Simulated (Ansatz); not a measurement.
Levels of theory for K2S (Fm-3m)

All numbers come from Ansatz 0.2.0. Calculated for a static, non-magnetic cell.

Structure: K2S (started from an entry of an open crystallographic database), at its r2SCAN minimum. The symmetry is Fm-3m (No. 225, cubic); conventional cell a = 7.405 Å, 33.84 Å³ an atom. K has 4 S at 3.21 Å; S has 8 K at 3.21 Å.

Relaxed lattice by functional, symmetry kept:
```tsv
functional	k mesh	a (Å)	volume (Å³/atom)
PBE	6×6×6	7.461	34.61
r2SCAN	6×6×6	7.405	33.84
PBEsol	6×6×6	7.331	32.84
LDA	6×6×6	7.193	31.01
HSE06	4×4×4	7.422	34.07
```

Gaps on the r2SCAN cell, each the least over its mesh and the special points:
```json
{"level": "LDA", "k mesh": "6×6×6", "gap (eV)": "2.11", "kind": "indirect", "edges": "X → Γ", "least direct gap (eV)": "2.31"}
{"level": "PBE", "k mesh": "6×6×6", "gap (eV)": "2.38", "kind": "indirect", "edges": "X → Γ", "least direct gap (eV)": "2.58"}
{"level": "r2SCAN", "k mesh": "6×6×6", "gap (eV)": "2.75", "kind": "indirect", "edges": "X → Γ", "least direct gap (eV)": "2.95"}
{"level": "HSE06", "k mesh": "4×4×4", "gap (eV)": "3.31", "kind": "indirect", "edges": "X → Γ", "least direct gap (eV)": "3.50"}
{"level": "DDH-PBE0", "k mesh": "4×4×4", "gap (eV)": "4.50", "kind": "indirect", "edges": "X → Γ", "least direct gap (eV)": "4.68"}
{"level": "PBE0", "k mesh": "4×4×4", "gap (eV)": "4.01", "kind": "indirect", "edges": "X → Γ", "least direct gap (eV)": "4.19"}
{"level": "r2SCAN0", "k mesh": "4×4×4", "gap (eV)": "4.17", "kind": "indirect", "edges": "X → Γ", "least direct gap (eV)": "4.36"}
{"level": "Hartree-Fock", "k mesh": "4×4×4", "gap (eV)": "9.00", "kind": "indirect", "edges": "X → Γ", "least direct gap (eV)": "9.17"}
{"level": "G0W0@PBE (303 empty bands, 120 eV, 4×4×4)", "k mesh": "4×4×4", "gap (eV)": "3.89", "kind": "–", "edges": "X → Γ (mesh)", "least direct gap (eV)": "–"}
{"level": "G0W0@PBE (752 empty bands, 220 eV, 4×4×4)", "k mesh": "4×4×4", "gap (eV)": "3.98", "kind": "–", "edges": "X → Γ (mesh)", "least direct gap (eV)": "–"}
```
PBE: smearing of 0.02 eV; the others have fixed occupations.
Wave cutoffs: 420 eV, 500 eV (r2SCAN, r2SCAN0).
The G0W0 gap is PBE's gap over the path plus the quasiparticle shift read on the mesh. G0W0 values are finite-basis, finite-mesh values.

With HSE06 the valence top lies at X and the conduction bottom at Γ, 3.31 eV higher; the smallest vertical gap, at Γ, is 3.50 eV.

Set against the finite-basis gap of 3.98 eV from G0W0@PBE (752 empty bands, 220 eV, 4×4×4), the closest functional is PBE0, which differs by +0.03 eV, at about 12 times r2SCAN's cost; G0W0 itself took about 220 times r2SCAN's cost. The others: r2SCAN0 +0.19, DDH-PBE0 +0.52, HSE06 -0.67, r2SCAN -1.23, PBE -1.60, LDA -1.87, Hartree-Fock +5.02 eV. The yardstick still moved by +0.09 eV in its last step of bands and cutoff, so this order can change. r2SCAN covers 40 % of the step from PBE to HSE06, while HSE06 needs about 12 times r2SCAN's cost (on a coarser mesh). All these functionals give a gap of the same kind, indirect.

The meshes of the hybrids are coarse, so their gaps aren't converged to the digits shown.
